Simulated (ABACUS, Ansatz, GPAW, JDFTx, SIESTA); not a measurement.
V: energy against volume and a worked fit

Space group Im-3m (No. 229). a = 3.029 Å, b = 3.029 Å, c = 3.029 Å, α = 90.00°, β = 90.00°, γ = 90.00°
```csv
atom,site,symmetry,x,y,z
V,2a,m-3m,0.0000,0.0000,0.0000
```

The cell was scaled at fixed shape and fractions and run with SIESTA, files PseudoDojo sr-pbe-0.4.1-standard, DZP (energy shift 0.003 Ry; two zetas on semicore shells); PBE, k mesh 12 × 12 × 12 on the cell of 1 atom, fermi-dirac occupations of 0.05 eV, collinear spin, ferromagnetic start, no spin-orbit coupling. Energies are those that the program minimises, any entropy of the smearing included. For a metal such a mesh isn't converged to the digits shown. The moments vanished.

```tsv
V (Å³/atom)	energy over the lowest row (meV/atom)
13.0577	8.41
13.3355	0.81
13.6133	0.00
13.8912	5.89
14.1690	17.54
14.4468	?
14.7246	55.73
```

Task: Fit the third-order Birch-Murnaghan form, give V0, B0 and B′, and predict the energy left open.

Result: With y = (V0/V)^(2/3), E = E0 + (9 V0 B0/16) [(y - 1)³ B′ + (y - 1)² (6 - 4y)]. Least squares through the rows shown give V0 = 13.4983 Å³/atom, E0 = -0.47 meV, B0 = 187.6 GPa (1 eV/Å³ = 160.218 GPa) and B′ = 4.13, with a largest miss of 0.11 meV, so B0 and B′ are loose. At V = 14.4468 the form with these constants gives 34.27 meV; the run gave 34.28 meV an atom. Other set-ups at this level, from all their volumes (Å³/atom, GPa): ABACUS, PseudoDojo NC SR 0.4.1 PBE standard, plane waves: V0 13.473, B0 180.2; Ansatz, Ansatz PAW (earlier soft set): V0 13.463, B0 180.3; GPAW, GPAW PAW data sets (gpaw-data 1.2.1): V0 13.550, B0 180.4; JDFTx, PseudoDojo-SR-PBE-0.5-standard: V0 13.472, B0 180.3.
